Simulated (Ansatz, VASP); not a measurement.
# InAs: VASP beside Ansatz

One calculation is typed for both programs; each brings its own data sets. How far apart do they land? The cell is taken from a series of runs on this material, whose earlier steps may have relaxed, scaled, displaced or heated it; both programs get it as it stands.

Method: plane waves, with VASP 6.6.1 beside it; zone-centre phonons at LDA, in Ansatz 0.2.0.

## (1) The structure

The structure is orthorhombic, space group Imm2 (No. 44). The conventional cell has a = 4.090 Å, b = 4.266 Å, c = 6.155 Å, α = 90.00°, β = 90.00°, γ = 90.00°. As has 4 In at 2.59 to 2.60 Å nearest. Nearest to In lie 4 As at 2.59 to 2.60 Å. Farther neighbours are not listed.

## (2) Ansatz: zone-centre phonons, LDA

Ansatz runs on its PAW soft_1 files.

Second derivatives magnify differences that forces hide, and they need a tight electronic threshold.

input.yaml

```yaml
crystal:
  lattice:
    - [-0.0621638312, 2.9545590245, 3.0773501885]
    - [2.9545590245, -0.0621638312, 3.0773501885]
    - [2.8923951933, 2.8923951933, 0.0]
  atoms:
    - { symbol: As, position: [0.7463992098, 0.7463992098, 0.7536007902] }
    - { symbol: In, position: [0.0036007902, 0.0036007902, -0.0036007902] }
kpoints:
  mp_grid: { grid: [12, 12, 12] }
hamiltonian:
  xc: lda
  pseudopotentials: { kind: paw, azcp: { folder: soft_1 }, xc_functional: pbe }
scf:
  occupations: { method: methfessel_paxton, width: 0.2 }
output:
  eigenvalues: true
phonons:
  method: dfpt
```

Command:

```
ansatz run input.yaml --threads 4 --pin off --max-ram 10240MiB --backend cpu --events-out ev --progress --plain --runs-dir out
```

Numbers of over 12 decimals in the logs are rounded to 6 here.

What it wrote:

```text
zone centre: on kpoints.mp_grid the ground state, and the responses unless they are solved on pairs of k-points, stand on 476 of the mesh's 1728 k-points, reduced under 2 symmetry operations, with k and −k counted as one. Each operation leaves every solved displacement unchanged or reverses it
Engine: ansatz 0.2.0, x86_64-unknown-linux-gnu
Pseudopotentials: kind: paw
Pseudopotential: As, paw, valence charge 15, recommended cutoff 420 eV (normal), soft_1/As.paw.azcp
Pseudopotential: In, paw, valence charge 13, recommended cutoff 420 eV (normal), soft_1/In.paw.azcp
Functional definition: SPW92
  exchange = slater_x
  correlation = pw_c
Crystal: 2 atoms, lattice volume = 53.703 Å³
Basis set: ecut = 420 eV, 1039 PW (Γ), exchange–correlation on 60×60×60 points (8 copies of the dense FFT grid, shifted against one another)
Bands: 18, of which v1, the nominal top of the filled ones, is band 14 counted from 1 (13 counted from 0)
Symmetry: 4 space group operations
k-points: 476 of 1728 (irreducible under 2 space group operations, time reversal used)
Non-local potential: As, projectors of the file, l = 0: 2, l = 1: 2, l = 2: 3, l = 3: 1
Non-local potential: In, projectors of the file, l = 0: 2, l = 1: 2, l = 2: 2, l = 3: 1
PAW form: soft (Blöchl's): semilocal exchange-correlation on the pseudo side does not see the compensation charge
PAW frozen core: As, regenerated for the run's functional, and the local potential with it (the file was generated under x = pbe(κ = 0.804, μ = 0.219515), c = pbe(β = 0.066725))
PAW frozen core: In, regenerated for the run's functional, and the local potential with it (the file was generated under x = pbe(κ = 0.804, μ = 0.219515), c = pbe(β = 0.066725))
PAW one-centre angular grid: As, 590 points (default); XC on 64 Gauss nodes
PAW one-centre angular grid: In, 590 points (default); XC on 64 Gauss nodes
Initial density: superposition of atomic densities (chi_scale 0.1, normalization cell, long waves kept (reshape's long-wave potential 0.00 eV rms))
Initial wavefunctions: pseudopotential atomic-orbital guess
Functional: x = slater, c = lda
SCF iter   1: F=—  HF=-10231.412666 eV  |F-HF|=—  |Δ(HF+E_count)|=         —  Δρ=2.87e-2  dr2=3.97e-1  ethr=3.10e-3  ⟨swp⟩=5.3  Hψ=43996  notcnv=0
preconditioner: auto → Kerker (q_TF=auto, 2.448 Å⁻¹)  [metal: Δε(μ)=0.083 eV  Ē_g=14.780 eV  σ=0.200 eV  W_gap=0.33  n_scr=14 (ndim 8)  ℏωp=21.5 eV  f_vac=0.004  D(μ)=0.02/eV (n_scr^D=0)]
SCF iter   2: F=—  HF=-10231.334119 eV  |F-HF|=—  |Δ(HF+E_count)|=   7.85e-2  S|Δr|=    0.00e0  Δρ=1.82e-2  dr2=1.78e-1  ethr=1.42e-3  ⟨swp⟩=2.0  Hψ=14130  notcnv=0
SCF iter   3: F=—  HF=-10231.281437 eV  |F-HF|=—  |Δ(HF+E_count)|=   5.27e-2  S|Δr|=    0.00e0  Δρ=3.37e-3  dr2=1.15e-2  ethr=6.36e-4  ⟨swp⟩=2.9  Hψ=12320  notcnv=0
SCF iter   4: F=—  HF=-10231.280262 eV  |F-HF|=—  |Δ(HF+E_count)|=   1.18e-3  S|Δr|=    0.00e0  Δρ=1.38e-3  dr2=2.19e-3  ethr=4.12e-5  ⟨swp⟩=2.3  Hψ=15311  notcnv=0
SCF iter   5: F=—  HF=-10231.280260 eV  |F-HF|=—  |Δ(HF+E_count)|=   2.32e-6  S|Δr|=    0.00e0  Δρ=4.83e-4  dr2=2.13e-4  ethr=7.82e-6  ⟨swp⟩=2.0  Hψ=15102  notcnv=0
SCF iter   6: F=—  HF=-10231.280079 eV  |F-HF|=—  |Δ(HF+E_count)|=   1.81e-4  S|Δr|=    0.00e0  Δρ=2.47e-4  dr2=2.81e-5  ethr=7.61e-7  ⟨swp⟩=2.0  Hψ=15234  notcnv=0
SCF iter   7: F=—  HF=-10231.280092 eV  |F-HF|=—  |Δ(HF+E_count)|=   1.29e-5  S|Δr|=    0.00e0  Δρ=4.30e-5  dr2=9.94e-7  ethr=1.00e-7  ⟨swp⟩=2.0  Hψ=14813  notcnv=0
SCF iter   8: F=—  HF=-10231.280094 eV  |F-HF|=—  |Δ(HF+E_count)|=   1.59e-6  S|Δr|=    0.00e0  Δρ=9.54e-6  dr2=7.81e-8  ethr=3.55e-9  ⟨swp⟩=2.0  Hψ=9938  notcnv=0
SCF iter   9: F=—  HF=-10231.280094 eV  |F-HF|=—  |Δ(HF+E_count)|=   1.55e-8  S|Δr|=    0.00e0  Δρ=3.15e-6  dr2=1.14e-8  ethr=2.79e-10  ⟨swp⟩=2.0  Hψ=15231  notcnv=0
SCF iter  10: F=—  HF=-10231.280094 eV  |F-HF|=—  |Δ(HF+E_count)|=  6.13e-10  S|Δr|=    0.00e0  Δρ=8.95e-7  dr2=6.81e-10  ethr=4.07e-11  ⟨swp⟩=2.6  Hψ=13267  notcnv=0
SCF iter  11: F=—  HF=-10231.280094 eV  |F-HF|=—  |Δ(HF+E_count)|=  3.09e-11  S|Δr|=    0.00e0  Δρ=2.79e-7  dr2=3.21e-11  ethr=2.43e-12  ⟨swp⟩=2.3  Hψ=11428  notcnv=0
SCF iter  12: F=-10231.280094 eV  HF=-10231.280094 eV  |F-HF|=1.82e-12  |Δ(HF+E_count)|=  1.27e-11  S|Δr|=    0.00e0  Δρ=7.83e-8  dr2=4.45e-12  ethr=1.00e-12  ⟨swp⟩=5.5  Hψ=33855  notcnv=0
SCF 1 converged in 12 iterations: F = -10231.280094 eV  dr2 = 4.45e-12
  greatest PAW one-centre occupation: 0.999 electrons in one spin orbital (limit 2), on the As atom at site 0 (counted from 0), in its partial waves of l = 2
DFPT response loops at Γ: preconditioner auto → Kerker (q_TF=auto, 2.448 Å⁻¹) (partly filled bands, converged f_vac=0.079); β = 1.00, the filter's whole step (`scf.mixing.beta` (0.50) is not read by the response loops under this deck's `scf.mixing.preconditioner`; to damp them name `kerker` or `kerker_dos`, under which they read `scf.mixing.beta`, and type it under 1.00, their step now; both keys bind the ground state too); Broyden in place of MSR1
SCF converged after 12 iterations
Stability not checked: this state was not tested for a lower state beside it, because cold or Methfessel-Paxton smearing, or corrected tetrahedra, fill the levels in a way that the test cannot read (fill_not_monotonic; see scf.lower_state_search)
Free energy (F): -10231.280094 eV
Harris-Foulkes:  -10231.280094 eV  (|F-HF|=1.82e-12)
Internal energy: -10231.280254 eV  (E = F + TS)
E sigma→0 (E₀):  -10231.280134 eV
Entropy (-TS):   0.000160 eV (0.080 meV/atom)
Fermi energy:    7.980833 eV
Step filling:    the computed levels leave a gap of 0.0881 eV = 0.4 smearing widths at the electron count; against every level under it full and every level over it empty, smearing changes F+E_penalty+E_count by +0.022 meV and its σ→0 estimate by -0.018 meV
--- Per-component energies (eV) ---
  E_band       = -317.937666
  E_kinetic    = 319.177053
  E_local      = -3445.098791  (includes V_loc(G=0)·N_el)
  E_nonlocal   = -59.439323
  E_hartree    = 1714.930230
  E_xc         = -212.653215
  E_vxc        = -165.087702  (∫ρ·V_xc dr)
  E_paw        = -6001.894486  (= ΣΔE_a)
  E_vpaw       = -397.349451  (= ΣTr[D̂ρ^β])
  E_aug_tail   = 0.000071  (compensation charges beyond the density's cutoff)
  E_ewald      = -2548.661557
  E_core_change = 2.359764  (= ΣΔE_core)
  E_smearing   = 0.000160  (= −TS)
  E_closure    = 0.000000  (closes the sum)
  Σ components = -10231.280094   (vs F -10231.280094, Δ=0.00e0)
--- Band table (eV; the first three rows and the last of 476) ---
  k-point 0: bands = [... 10 lower, -4.3736, 7.3980, 7.6086, 7.6610, 7.9875, 11.3638, 11.6945, 11.8133]
  k-point 1: bands = [... 10 lower, -4.2934, 6.4637, 7.5680, 7.6246, 8.5060, 11.5200, 11.7082, 11.9218]
  k-point 2: bands = [... 10 lower, -4.0621, 5.2397, 7.3455, 7.3613, 8.8362, 11.8628, 11.8902, 12.3635]
  k-point 475: bands = [... 10 lower, -2.3244, 1.5401, 5.2471, 5.7127, 9.1327, 10.1053, 16.6765, 17.0388]
--- Phonons (Γ-DFPT): 4 representative perturbations + reference, on 476 of 1728 k-points (Σ response iterations 12) ---
  k mesh reduced under 2 symmetry operations, with k and −k counted as one. Each operation leaves every solved displacement unchanged or reverses it
  ASR residual: 2.809e-5 → 0.000e0 eV/Å²; symmetrization residual: 2.213e-5 eV/Å²
  ASR residual per site (eV/Å²): 2.41e-5 2.81e-5
  Γ frequencies (cm⁻¹): 0.00 0.00 0.00 216.89 219.23 223.30
  non-analytic LO–TO correction: not included (Born effective charges unavailable; polar crystals: no LO–TO splitting at Γ)
```

In the SCF lines HF is the Harris–Foulkes energy and dr2 the Hartree energy of the density residual, in eV; the loop may stop once dr2 is under the threshold and the program's other checks hold. Hψ counts applications of the Hamiltonian.

(Continued in part 2 of 2.)

[Lines on the potential files, build, host, timing and source positions are cut from VASP's logs without a mark.]

[Logs are printed without paths, hosts, clocks, repeated set-up lines and the standing remarks that a program may print on its own settings, such as how far it seeks lower states.]

[Hosts, paths, dates, database ids (printed as entryN), source tags and the programs' standing remarks are cut or masked in the printed files.]
